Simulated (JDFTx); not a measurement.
Runs of JDFTx 1.7.0 (patched build) on Cu. It takes space group Fm-3m (No. 225, cubic). Conventional cell: a = 3.615 Å, b = 3.615 Å, c = 3.615 Å, α = 90.00°, β = 90.00°, γ = 90.00°. Around Cu (site symmetry m-3m) lie 12 Cu at 2.56 Å. 

```csv
task,level,potentials or basis,cell,cutoff (eV),further solve for the empty bands,gap on the mesh (eV),pressure (GPa),V0 of scaled cells (Å³/atom),B0 (GPa)
equation of state,PBEsol,PseudoDojo-SR-PBEsol-0.4.1-standard with smoothed tails,as given,1252,-,-,-,11.29,172
equation of state,r2SCAN,SG15-PBE-1.2 with smoothed tails,as given,1361,-,-,-,11.50,(a)
single point,PBEsol,PseudoDojo-SR-PBEsol-0.4.1-standard with smoothed tails,cell strained at random at fixed volume,1252,yes,none,-6.9,-,-
single point,PBEsol,PseudoDojo-SR-PBEsol-0.4.1-standard with smoothed tails,as given,1252,yes,none,-6.9,-,-
```

Alike in all rows: no spin polarisation; k mesh 13 × 13 × 13; smearing fermi-dirac 0.05 eV.

Task: Estimate the missing entries.

Result: (a) 157.

Caveats: the potentials were made for another functional, which shifts forces and pressure (some runs).

A gap of «none» marks a metal or a gap under the smearing width.
